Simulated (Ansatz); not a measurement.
**2H-NbSTe bilayer (2H stacking) in a perpendicular field**

Wanted: the out-of-plane response of the 2H-NbSTe bilayer (2H stacking). A positive field points along +c.

Method: plane-wave DFT, LDA, Ansatz PAW, in the first sound run; inputs show where later runs differ, in Ansatz 0.2.0.

## Step 1: Starting point

The cell holds 6 atoms: 2 Te, 2 Nb and 2 S. Its edges and angles: a = 3.620 Å, b = 3.620 Å, c = 51.008 Å, α = 90.0°, β = 90.0°, γ = 120.0°. Regions: layer 1: 2H-NbSTe, 3 atoms (1 Te, 1 Nb and 1 S); layer 2: 2H-NbSTe, 3 atoms (1 Te, 1 Nb and 1 S). Vacuum lies along c.

## Step 2: Relaxation

The starting cell is a guess, so the in-plane lattice and the atoms are relaxed first, with the slab cut off from its images along the normal.

input.yaml

```yaml
crystal:
  lattice:
    - [3.620432, 0.0, 0.0]
    - [-1.810216, 3.1353860847, 0.0]
    - [0.0, 0.0, 51.0079885239]
  atoms:
    - { symbol: Te, position: [0.3333333333, 0.6666666667, 0.401897832] }
    - { symbol: Nb, position: [0.0, 0.0, 0.4406250738], spin: 1.0 }
    - { symbol: S, position: [0.3333333333, 0.6666666667, 0.4691224836] }
    - { symbol: Te, position: [0.0, 0.0, 0.5308775164] }
    - { symbol: Nb, position: [0.3333333333, 0.6666666667, 0.5696047582], spin: 1.0 }
    - { symbol: S, position: [0.0, 0.0, 0.598102168] }
  periodic: [true, true, false]
magnetization:
  spin_polarized: true
kpoints:
  mp_grid: { grid: [12, 12, 1] }
hamiltonian:
  xc: lda
scf:
  occupations: { method: fermi_dirac, width: 0.05 }
  convergence: { dr2_threshold: 1.0e-09 }
relax:
  f_tol: 0.004
  max_steps: 90
  cell: {}
output:
  write_potential: true
  write_density: true
  volumetric_format: npy
```

Started as:

```bash
> ansatz run input.yaml --threads 4 --pin off --max-ram 6144MiB --backend cpu --events-out ev --progress --plain --runs-dir out
```

Numbers of over 12 decimals in the logs are rounded to 6 here.

Log:

```text
Warning: relax.cell: scf.convergence.dr2_threshold = 1e-9 eV is looser than the 1.4988024397e-10 eV advised for a relaxation that steers and ends on the stress (1e-10 eV for each atom of the cell: 6, times the square of relax.cell.stress_2d_tol = 0.05 N/m over 20.0 Å (the atoms' height at the walk's start and 5 Å past either face), 2.499e-2 GPa, over a crystal's default 0.05). What an SCF threshold leaves in a stress goes as its square root, and in the free energy as the threshold itself, and one threshold admits the most on a small cell: [figures from the program's tests cut] Set scf.convergence.dr2_threshold to 1.4988024397e-10 eV or tighter. [rest of the remark cut]
Engine: ansatz 0.2.0, x86_64-unknown-linux-gnu
Pseudopotentials: kind: paw
Pseudopotential: Te, paw, valence charge 16, recommended cutoff 420 eV (normal), Te.paw.azcp
Pseudopotential: Nb, paw, valence charge 13, recommended cutoff 420 eV (normal), Nb.paw.azcp
Pseudopotential: S, paw, valence charge 6, recommended cutoff 420 eV (normal), S.paw.azcp
Functional definition: SPW92
  exchange = slater_x
  correlation = pw_c
Crystal: 6 atoms, lattice volume = 579.015 Å³
Basis set: ecut = 420 eV, 11151 PW (Γ)
Bands: 44, of which v1, the nominal top of the filled ones, is band 35 counted from 1 (34 counted from 0)
Symmetry: 6 space group operations
Space group: P3m1 (ITA 156), of the structure as read, at distance tolerance 8.3e-5 Å
Magnetic group: BNS 156.49 (UNI 1279), of the structure as read, at distance tolerance 8.3e-5 Å
k-points: 19 of 144 (time reversal used)
Non-local potential: Te, projectors of the file, l = 0: 2, l = 1: 2, l = 2: 2, l = 3: 2
Non-local potential: Nb, projectors of the file, l = 0: 3, l = 1: 2, l = 2: 2, l = 3: 1
Non-local potential: S, projectors of the file, l = 0: 2, l = 1: 2, l = 2: 2
PAW form: soft (Blöchl's): semilocal exchange-correlation on the pseudo side does not see the compensation charge
PAW frozen core: Te, regenerated for the run's functional, and the local potential with it (the file was generated under x = pbe(κ = 0.804, μ = 0.219515), c = pbe(β = 0.066725))
PAW frozen core: Nb, regenerated for the run's functional, and the local potential with it (the file was generated under x = pbe(κ = 0.804, μ = 0.219515), c = pbe(β = 0.066725))
PAW frozen core: S, regenerated for the run's functional, and the local potential with it (the file was generated under x = pbe(κ = 0.804, μ = 0.219515), c = pbe(β = 0.066725))
PAW one-centre angular grid: Te, 590 points (default); XC on 64 Gauss nodes
PAW one-centre angular grid: Nb, 590 points (default); XC on 64 Gauss nodes
PAW one-centre angular grid: S, 110 points (default); XC on 64 Gauss nodes
Initial density: superposition of atomic densities (neutral atoms: chi_scale 0, normalization atom)
Starting moments: Σ|m| = 2 μB on 2 of 6 sites
Initial wavefunctions: pseudopotential atomic-orbital guess
Functional: x = slater, c = lda
SCF iter   1: F=—  HF=-24283.492762 eV  |F-HF|=—  |Δ(HF+E_count)|=         —  Δρ=1.54e-2 (↑1.54e-2 ↓1.22e-2)  dr2=7.70e0  dr2_m=5.05e-2  M=1.457 μB ∫|m|=1.647 μB  β_m=0.30  ethr=3.10e-3  ⟨swp⟩=17.9  Hψ=11518  notcnv=0
Mixer restart at iter 1: flushing history
preconditioner: auto → LDOS  [metal: Δε(μ)=0.017 eV  Ē_g=7.457 eV  σ=0.050 eV  W_gap=0.08  n_scr=30 (ndim 8)  ℏωp=9.0 eV  f_vac=0.724  D(μ)=3.09/eV (n_scr^D=14)]
spin=Collinear: LDOS preconditioning applied to the charge; magnetization (m = ρ↑ − ρ↓) channel mixes plain (no charge-response kernel on spin).
SCF iter   2: F=—  HF=-24282.609761 eV  |F-HF|=—  |Δ(HF+E_count)|=   8.83e-1  Δρ=9.34e-3 (↑9.34e-3 ↓7.47e-3)  dr2=2.46e0  dr2_m=2.40e-2  M=1.421 μB ∫|m|=1.586 μB  β_m=0.47  ethr=3.10e-3  ⟨swp⟩=3.6  Hψ=3281  notcnv=0  defer=119
SCF iter   3: F=—  HF=-24282.502809 eV  |F-HF|=—  |Δ(HF+E_count)|=   1.07e-1  Δρ=2.70e-3 (↑2.59e-3 ↓2.70e-3)  dr2=8.62e-2  dr2_m=4.20e-3  M=1.301 μB ∫|m|=1.419 μB  β_m=0.59  ethr=3.10e-3  ⟨swp⟩=3.2  Hψ=3111  notcnv=0  defer=119
SCF iter   4: F=—  HF=-24282.537530 eV  |F-HF|=—  |Δ(HF+E_count)|=         —  Δρ=2.39e-3 (↑2.39e-3 ↓1.88e-3)  dr2=2.00e-2  dr2_m=2.12e-2  M=0.920 μB ∫|m|=0.961 μB  β_m=0.59  ethr=1.23e-4  ⟨swp⟩=3.3  Hψ=3786  notcnv=0  defer=121
SCF iter   5: F=—  HF=-24282.536905 eV  |F-HF|=—  |Δ(HF+E_count)|=   6.25e-4  Δρ=1.31e-3 (↑1.31e-3 ↓1.24e-3)  dr2=1.71e-3  dr2_m=8.46e-3  M=0.796 μB ∫|m|=0.823 μB  β_m=0.79  ethr=2.86e-5  ⟨swp⟩=2.8  Hψ=2893  notcnv=0  defer=121
SCF iter   6: F=—  HF=-24282.538742 eV  |F-HF|=—  |Δ(HF+E_count)|=   1.84e-3  Δρ=6.27e-4 (↑5.71e-4 ↓6.27e-4)  dr2=1.60e-3  dr2_m=1.73e-3  M=0.567 μB ∫|m|=0.580 μB  β_m=0.84  ethr=2.44e-6  ⟨swp⟩=3.3  Hψ=3786  notcnv=0  defer=121
SCF iter   7: F=—  HF=-24282.539447 eV  |F-HF|=—  |Δ(HF+E_count)|=   7.05e-4  Δρ=3.75e-4 (↑3.09e-4 ↓3.75e-4)  dr2=8.19e-4  dr2_m=5.67e-4  M=0.401 μB ∫|m|=0.408 μB  β_m=0.85  ethr=2.29e-6  ⟨swp⟩=2.9  Hψ=3421  notcnv=0  defer=121
SCF iter   8: F=—  HF=-24282.539909 eV  |F-HF|=—  |Δ(HF+E_count)|=   4.62e-4  Δρ=1.75e-4 (↑1.75e-4 ↓1.73e-4)  dr2=1.45e-4  dr2_m=1.55e-4  M=0.247 μB ∫|m|=0.251 μB  β_m=0.93  ethr=1.17e-6  ⟨swp⟩=2.9  Hψ=3483  notcnv=0  defer=122
SCF iter   9: F=—  HF=-24282.540196 eV  |F-HF|=—  |Δ(HF+E_count)|=   2.87e-4  Δρ=7.20e-5 (↑6.75e-5 ↓7.20e-5)  dr2=5.65e-5  dr2_m=1.77e-5  M=0.022 μB ∫|m|=0.081 μB  β_m=0.90  ethr=2.08e-7  ⟨swp⟩=3.8  Hψ=3883  notcnv=0  defer=123
SCF iter  10: F=—  HF=-24282.540196 eV  |F-HF|=—  |Δ(HF+E_count)|=   4.46e-7  Δρ=5.02e-5 (↑5.02e-5 ↓4.98e-5)  dr2=1.19e-5  dr2_m=1.20e-5  M=0.020 μB ∫|m|=0.071 μB  β_m=0.95  ethr=8.07e-8  ⟨swp⟩=3.0  Hψ=3533  notcnv=0  defer=123
SCF iter  11: F=—  HF=-24282.540204 eV  |F-HF|=—  |Δ(HF+E_count)|=   7.37e-6  Δρ=4.07e-5 (↑4.07e-5 ↓3.93e-5)  dr2=9.08e-6  dr2_m=7.62e-6  M=0.018 μB ∫|m|=0.058 μB  β_m=0.97  ethr=1.70e-8  ⟨swp⟩=3.0  Hψ=3514  notcnv=0  defer=123
SCF iter  12: F=—  HF=-24282.540209 eV  |F-HF|=—  |Δ(HF+E_count)|=   5.25e-6  Δρ=3.12e-5 (↑3.12e-5 ↓3.06e-5)  dr2=6.85e-6  dr2_m=3.90e-6  M=0.025 μB ∫|m|=0.046 μB  β_m=0.93  ethr=1.30e-8  ⟨swp⟩=2.9  Hψ=3486  notcnv=0  defer=123
SCF iter  13: F=—  HF=-24282.540213 eV  |F-HF|=—  |Δ(HF+E_count)|=   3.66e-6  Δρ=1.79e-5 (↑1.57e-5 ↓1.79e-5)  dr2=1.45e-6  dr2_m=1.39e-6  M=0.027 μB ∫|m|=0.027 μB  β_m=0.89  ethr=9.79e-9  ⟨swp⟩=2.9  Hψ=3544  notcnv=0  defer=123
SCF iter  14: F=—  HF=-24282.540216 eV  |F-HF|=—  |Δ(HF+E_count)|=   3.40e-6  Δρ=7.12e-6 (↑7.12e-6 ↓6.73e-6)  dr2=4.68e-7  dr2_m=2.31e-7  M=0.010 μB ∫|m|=0.011 μB  β_m=0.94  ethr=2.07e-9  ⟨swp⟩=3.7  Hψ=3800  notcnv=0  defer=123
[...]
relax step   6: F+E_penalty+E_count = -24283.18281389 eV  Δ(F+E_penalty+E_count) = -2.660e-5 eV  max|allowed force component| = 2.448e-2 eV/Å  Δτ_max = 0.0225 Å  P = +0.145 N/m  Ω = 524.652 Å³  energy of the carried Pulay correction = +2.028e-3 eV  fix = [c, alpha, beta]  reactions: c +0.000 N/m  (11 SCF iters, accepted)
[...]
relax step   7: F+E_penalty+E_count = -24283.18299543 eV  Δ(F+E_penalty+E_count) = -1.815e-4 eV  max|allowed force component| = 1.858e-3 eV/Å  Δτ_max = 0.0094 Å  P = +0.002 N/m  Ω = 524.929 Å³  energy of the carried Pulay correction = +2.018e-3 eV  fix = [c, alpha, beta]  reactions: c +0.000 N/m  (11 SCF iters, accepted)
Initial wavefunctions: pseudopotential atomic-orbital guess (no wavefunctions were taken with the density)
iter 1 solved again at ethr=2.43e-7 eV; its pass at ethr=3.10e-3 eV (dr2=1.70e-4 eV) is discarded
SCF iter   1: F=—  HF=-24283.181312 eV  |F-HF|=—  |Δ(HF+E_count)|=         —  Δρ=2.16e-5 (↑2.16e-5 ↓2.16e-5)  dr2=1.32e-6  dr2_m=1.04e-11  M=-0.000 μB ∫|m|=0.000 μB  β_m=0.65  ethr=2.43e-7  ⟨swp⟩=6.3  Hψ=19160  notcnv=0
preconditioner: auto → LDOS  [metal: Δε(μ)=0.019 eV  Ē_g=7.671 eV  σ=0.050 eV  W_gap=0.09  n_scr=26 (ndim 8)  ℏωp=9.5 eV  f_vac=0.732  D(μ)=8.51/eV (n_scr^D=26)]
spin=Collinear: LDOS preconditioning applied to the charge; magnetization (m = ρ↑ − ρ↓) channel mixes plain (no charge-response kernel on spin).
SCF iter   2: F=—  HF=-24283.181181 eV  |F-HF|=—  |Δ(HF+E_count)|=   1.31e-4  Δρ=7.24e-6 (↑7.24e-6 ↓7.24e-6)  dr2=2.94e-7  dr2_m=5.14e-12  M=-0.000 μB ∫|m|=0.000 μB  β_m=0.55  ethr=1.89e-9  ⟨swp⟩=3.5  Hψ=3884  notcnv=0
SCF iter   3: F=—  HF=-24283.181181 eV  |F-HF|=—  |Δ(HF+E_count)|=   5.79e-8  Δρ=2.18e-6 (↑2.18e-6 ↓2.18e-6)  dr2=3.64e-8  dr2_m=4.10e-12  M=-0.000 μB ∫|m|=0.000 μB  β_m=0.66  ethr=4.20e-10  ⟨swp⟩=2.2  Hψ=2286  notcnv=0
SCF iter   4: F=—  HF=-24283.181181 eV  |F-HF|=—  |Δ(HF+E_count)|=   1.36e-8  Δρ=1.88e-7 (↑1.88e-7 ↓1.82e-7)  dr2=4.09e-9  dr2_m=3.99e-12  M=-0.000 μB ∫|m|=0.000 μB  β_m=0.71  ethr=5.20e-11  ⟨swp⟩=3.2  Hψ=3154  notcnv=0
SCF iter   5: F=-24283.181181 eV  HF=-24283.181181 eV  |F-HF|=5.31e-10  |Δ(HF+E_count)|=   1.70e-9  Δρ=8.99e-8 (↑8.99e-8 ↓8.91e-8)  dr2=8.46e-10  dr2_m=8.21e-13  M=-0.000 μB ∫|m|=0.000 μB  ethr=1.43e-12  ⟨swp⟩=12.7  Hψ=13600  notcnv=0
the starting moments were not kept: the SCF closed with an absolute magnetisation of 1.8e-5 μB, where they sum to 2 μB in size (2 sites). That is at most 0.1 of that sum. Measured as dr2_m measures the in/out step, that magnetisation stands 3.6e-11 eV from none, at or under the dr2_threshold of 1.0e-9 eV: it is no larger than a step whose dr2_m would equal this threshold.
SCF 8 converged in 5 iterations: F = -24283.181181 eV  dr2 = 8.46e-10
relax step   8: F+E_penalty+E_count = -24283.18118094 eV  Δ(F+E_penalty+E_count) = +1.814e-3 eV  max|allowed force component| = 2.003e-3 eV/Å  Δτ_max = 0.0000 Å  P = -0.006 N/m  Ω = 524.929 Å³  fix = [c, alpha, beta]  reactions: c -0.000 N/m  stress off target by 5.51e-3 N/m on what of the cell is left free  SCF on the basis re-selected at this cell (its energy is not comparable with the rows above)  (5 SCF iters)
basis re-selected at this cell: Δ(F+E_penalty+E_count) = +1.814e-3 eV, ΔP = -0.008 N/m vs the last step (what re-selecting the basis moved, of the pressure what is left beyond the Pulay correction that the steps carried, after the strain that the cell walked since its last selection, with what the two solves' SCF thresholds leave and, on support functions, any second-order correction that the steps lacked; it is no measure of the basis error at this ecutwfc). The dense FFT grid was sized anew with the basis: this SCF ran on 24×24×360 points, the steps before it on 25×25×360, so part of this shift can come from that change (see relax.cell in the input reference). [rest of the remark cut]
WARN: The output density's exchange-correlation potential varies sharply where the density is thin. Do not read a vacuum level from v_tot or v_xc, or from such a field of the output density. On a cell that repeats whose density bears no net charge and no dipole along the vacuum's axis use v_es (v_loc + v_h of the components); under efield.dipole_correction with no amplitude use v_es + v_field, which holds any externa [...]
SCF converged after 5 iterations
Magnetization: -0.0000 μB (35.0000 up, 35.0000 down)
Absolute magnetization: 0.0000 μB (∫|ρ↑−ρ↓|, with the PAW one-centre terms)
Spin contamination: 0.0000 ħ² per cell (⟨S²⟩ above its minimum at these occupations)
Per-site moments (μB) at R_I (Å): [(-6.979606544594262e-8, 1.145564), (-6.091277053900111e-7, 1.006660), (-9.706649315809933e-8, 1.006660), (-9.655749235154125e-7, 1.150233), (-7.1965936186256585e-6, 1.001643), (-1.605383893668485e-6, 1.001643)]
Free energy (F): -24283.181181 eV
Harris-Foulkes:  -24283.181181 eV  (|F-HF|=5.31e-10)
Internal energy: -24283.115186 eV  (E = F + TS)
E sigma→0 (E₀):  -24283.148184 eV
Entropy (-TS):   -0.065995 eV (-10.999 meV/atom)
Fermi energy:    -5.447205 eV
--- Per-component energies (eV) ---
  E_band       = -1861.175342
  E_kinetic    = 1372.960424
  E_local      = -381176.118405  (includes V_loc(G=0)·N_el)
  E_nonlocal   = -302.110795
  E_hartree    = 190027.955558
  E_xc         = -791.471949
  E_vxc        = -813.593584  (∫ρ·V_xc dr)
  E_paw        = -16088.346722  (= ΣΔE_a)
  E_vpaw       = -998.228658  (= ΣTr[D̂ρ^β])
  E_aug_tail   = -0.000364  (compensation charges beyond the density's cutoff)
  E_ewald      = 182671.501961
  E_core_change = 2.515106  (= ΣΔE_core)
  E_smearing   = -0.065995  (= −TS)
  E_closure    = 0.000000  (closes the sum)
  Σ components = -24283.181181   (vs F -24283.181181, Δ=0.00e0)
--- Forces (eV/Å), atoms counted from 1 ---
  atom   1  Te     0.00000000    -0.00000000    -0.00021892
  atom   2  Nb     0.00000000    -0.00000000     0.00221352
  atom   3  S      0.00000000    -0.00000000     0.00038735
  atom   4  Te     0.00000000     0.00000000    -0.00041808
  atom   5  Nb     0.00000000     0.00000000    -0.00071466
  atom   6  S      0.00000000     0.00000000     0.00001149
  max |Σ_I F_I| component: 1.26e-3 eV/Å
--- 2D stress c σ (N/m, compression-positive) ---
       -0.005514      -0.000000      -0.000000
       -0.000000      -0.005514      -0.000000
       -0.000000      -0.000000      -0.000000
  P = ½ c Tr σ = -0.0055 N/m
--- Band table (eV; the first three rows and the last of 38) ---
  k-point 0 ↑: bands = [... 31 lower, -5.8541, -5.8159, -5.8159, -4.6145, -4.2545, -2.5131, -2.5131, -2.4163, ... 5 higher]
  k-point 1 ↑: bands = [... 31 lower, -5.9877, -5.9406, -5.9016, -4.6773, -4.4652, -2.5769, -2.5470, -2.4346, ... 5 higher]
  k-point 2 ↑: bands = [... 31 lower, -6.3750, -6.0837, -6.0510, -5.0139, -4.9602, -3.1812, -3.0443, -2.5996, ... 5 higher]
  k-point 18 ↓: bands = [... 31 lower, -8.2184, -7.0609, -6.9443, -5.2929, -5.1964, -3.7651, -3.7224, -2.7577, ... 5 higher]
  the weakly bound empty levels are not read free of the cell's end (no_gap_told)
--- Relaxed structure (7 steps of the walk, 7 accepted, 1 SCFs on fresh bases) ---
  F+E_penalty+E_count = -24283.18118094 eV   max|allowed force component| = 2.003e-3 eV/Å   (the final SCF, on the basis selected at the relaxed cell)
  cell:  # Å, volume = 524.9290 Å³
    - [3.447195, 0, 0]
    - [-1.723598, 2.985358, 0]
    - [0, 0, 51.0079885239]
  atoms:
    - { symbol: Te, position: [0.333333, 0.666667, 0.404346] }
    - { symbol: Nb, position: [3.0571435374830634e-18, -2.775557561562893e-17, 0.442318] }
    - { symbol: S, position: [0.333333, 0.666667, 0.470004] }
    - { symbol: Te, position: [-1.7589722028605193e-18, -2.7755575615628886e-17, 0.529904] }
    - { symbol: Nb, position: [0.333333, 0.666667, 0.568193] }
    - { symbol: S, position: [-4.7627832139327046e-18, -2.7755575615628886e-17, 0.595465] }
```

Run time: 3.1 min. Hardware: 4 threads of Intel Xeon Platinum 8488C (Sapphire Rapids), shared host; peak memory 1.5 GiB; 12 min of CPU time.

Step by step:

```
step  energy less that of the first step (eV)  largest force component (eV/Å)  volume (Å³)
   1                                   0.0000                          1.4541       579.01
   2                                  -0.2953                          2.3496       531.57
   3                                  -0.6255                          0.3744       518.01
   4                                  -0.6423                          0.0675       525.67
   5                                  -0.6426                          0.0179       524.88
   6                                  -0.6426                          0.0245       524.65
   7                                  -0.6428                          0.0019       524.93
  8*                                  -0.6410                          0.0020       524.93
```

Relaxation steps marked * repeat the geometry before them on a plane-wave basis chosen anew for their cell, so energy and pressure can jump there.

Forces are held to the 6 operations that the run works with; a distortion that breaks them can't arise in this run.

```
cell as run  before  after  change
      a (Å)   3.620  3.447  -4.8 %
      b (Å)   3.620  3.447  -4.8 %
```

The atoms that moved most (Å, along periodic axes as changes of fractional coordinates times the final cell, across vacuum about the mean position):

```
atom     dx     dy      dz  length
  S6  0.000  0.000  -0.135   0.135
 Te1  0.000  0.000   0.125   0.125
 Nb2  0.000  0.000   0.086   0.086
 Nb5  0.000  0.000  -0.072   0.072
 Te4  0.000  0.000  -0.050   0.050
  S3  0.000  0.000   0.045   0.045
```

Final coordinates:

```xyz
6
Lattice="3.4472 0.0000 0.0000 -1.7236 2.9854 0.0000 0.0000 0.0000 51.0080" Properties=species:S:1:pos:R:3
Te    0.0000    1.9902   20.6249
Nb    0.0000    0.0000   22.5617
S     0.0000    1.9902   23.9740
Te    0.0000    0.0000   27.0293
Nb    0.0000    1.9902   28.9824
S     0.0000    0.0000   30.3735
```

This step gave:

```
energy at zero smearing : -24283.1482 eV
```

The lattice constant a goes from 3.620 to 3.447 Å.

[end of part 1 of 3]

[Logs are printed without paths, hosts, clocks, repeated set-up lines and the standing remarks that a program may print on its own settings, such as how far it seeks lower states.]

[Hosts, paths, dates, database ids (printed as entryN), source tags and the programs' standing remarks are cut or masked in the printed files.]

[Maps of the electrostatic potential energy from Ansatz leave out the sawtooth potential of an applied field or a dipole correction, so their vacuum need not be flat; planar profiles and work functions include it.]
